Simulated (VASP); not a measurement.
Crystal: ZrSe2.

```
CELL_PARAMETERS angstrom
3.79800 0.00000 0.00000
-1.89900 3.28916 0.00000
0.00000 0.00000 6.19200
ATOMIC_POSITIONS crystal
Zr 0.00000 0.00000 0.00000
Se 0.33333 0.66667 0.25000
Se 0.66667 0.33333 0.75000
```

| Item | Value |
| --- | --- |
| Program | VASP 6.6.1 |
| Task | relaxation of cell and atoms |
| Functional | PBE |
| Potentials or basis | VASP PAW PBE potentials, release 64 (Zr_sv, Se) |
| Cutoff | 600 eV |
| k mesh | 9 × 9 × 5 |
| Occupations | gaussian, width 0.03 eV |
| Spin | no spin polarisation |

At the start: pressure 2.0 GPa; volume 25.78 Å³/atom.

Task: Where does the relaxation end?

Result: Over 24 steps the energy falls by 11.3 meV/atom and the volume is 28.37 Å³/atom (+10.0 %); space group P-3m1 (No. 164, to 0.05 Å).

Step by step:
```
step  energy change (eV)  largest force (eV/Å)  pressure (GPa)  volume (Å³)
   1              0.0000                0.3017            2.02        77.35
   2             -0.0024                0.3720           -2.03        81.04
   3             -0.0158                0.0576           -0.18        79.24
   4             -0.0195                0.0812           -0.06        79.21
   5             -0.0213                0.1141            0.12        79.16
   6             -0.0229                0.0911            0.18        79.40
   7             -0.0265                0.0226            0.36        80.14
   8             -0.0291                0.1161            0.77        81.63
   9             -0.0297                0.1063            0.70        81.83
  10             -0.0311                0.0767            0.44        82.43
  11             -0.0324                0.0192           -0.03        83.64
  12             -0.0325                0.0056           -0.12        83.93
  13             -0.0324                0.0004           -0.17        84.04
  14             -0.0324                0.0034           -0.18        83.98
  15             -0.0326                0.0020           -0.15        84.07
  16             -0.0331                0.0038           -0.12        84.32
  17             -0.0337                0.0140           -0.06        84.82
  18             -0.0333                0.0317            0.07        85.80
  19             -0.0338                0.0177           -0.01        85.15
  20             -0.0338                0.0174           -0.02        85.12
  21             -0.0338                0.0138           -0.04        84.97
  22             -0.0338                0.0163           -0.02        85.07
  23             -0.0338                0.0170           -0.02        85.10
  24             -0.0338                0.0059            0.03        85.10
```

Final structure:
```xyz
3
Lattice="3.7985 0.0000 0.0000 -1.8992 3.2896 0.0000 0.0000 0.0000 6.8104" Properties=species:S:1:pos:R:3 pbc="T T T"
Zr    0.0000    0.0000    0.0000
Se    0.0000    2.1930    1.5850
Se    1.8992    1.0965    5.2254
```

Caveat: this functional lacks dispersion, which binds the layers, so the pressure and a relaxed spacing across them are unreliable; the volume moved by +10 % from the deposited cell, more than functionals usually miss.
